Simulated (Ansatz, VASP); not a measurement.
**P: VASP beside Ansatz**

Contents of INCAR:

```
ALGO = Normal
EDIFF = 1E-6
ENCUT = 520
GGA = PE
ISIF = 2
ISMEAR = 0
LASPH = True
LCHARG = True
LELF = True
LREAL = False
LVHAR = True
LWAVE = False
NBANDS = 14
NELM = 100
PREC = Accurate
SIGMA = 0.1
```

KPOINTS

```
k-points
0
Gamma
  6 6 6
```

POSCAR

```
P
1.0
   -2.0495372500      2.4964747300      2.7892002300
    2.0495372500     -2.4964747300      2.7892002300
    2.0495372500      2.4964747300     -2.7892002300
P
3
Direct
    0.0000000000      0.0000000000      0.0000000000
    0.6332160100      0.5000000000      0.1332160100
    0.3667839900      0.5000000000      0.8667839900
```

Input for Ansatz:

```yaml
crystal:
  lattice:
    - [-2.04953725, 2.49647473, 2.78920023]
    - [2.04953725, -2.49647473, 2.78920023]
    - [2.04953725, 2.49647473, -2.78920023]
  atoms:
    - { symbol: P, position: [0.0, 0.0, 0.0] }
    - { symbol: P, position: [0.63321601, 0.5, 0.13321601] }
    - { symbol: P, position: [0.36678399, 0.5, 0.86678399] }
basis:
  ecutwfc: 420
kpoints:
  mp_grid: { grid: [6, 6, 6] }
hamiltonian:
  xc: pbe
scf:
  occupations: { method: gaussian, width: 0.1 }
  lower_state_search: "off"
output:
  forces: true
  stress: true
  eigenvalues: true
```

Alike in both runs: task single point; functional PBE; k mesh 6 × 6 × 6; occupations gaussian, width 0.1 eV; no spin polarisation.

|  | VASP | Ansatz |
| --- | --- | --- |
| version | VASP 6.6.1 | Ansatz 0.2.0 |
| potentials or method | VASP PAW PBE potentials, release 64 (P) | scalar-relativistic, plane waves, PAW |
| plane-wave cutoff (eV) | 520 | 420 |
| valence electrons in the cell | 15 | 15 |

Ansatz gave:

```
gap on the k mesh at the Fermi level (eV) : none
rms of the force components (eV/Å)        : 38.044
```

Q: What did VASP give for the same quantities?

A: gap on the k mesh at the Fermi level (eV): none; rms of the force components (eV/Å): 39.593.

Atom by atom the forces differ by 1.550 eV/Å (rms over components). A gap of «none» marks a metal or a gap that the smearing closes.

Caveats: forces of over 1 eV/Å show positions far from the minimum, so gaps and moduli don't describe the material at rest.
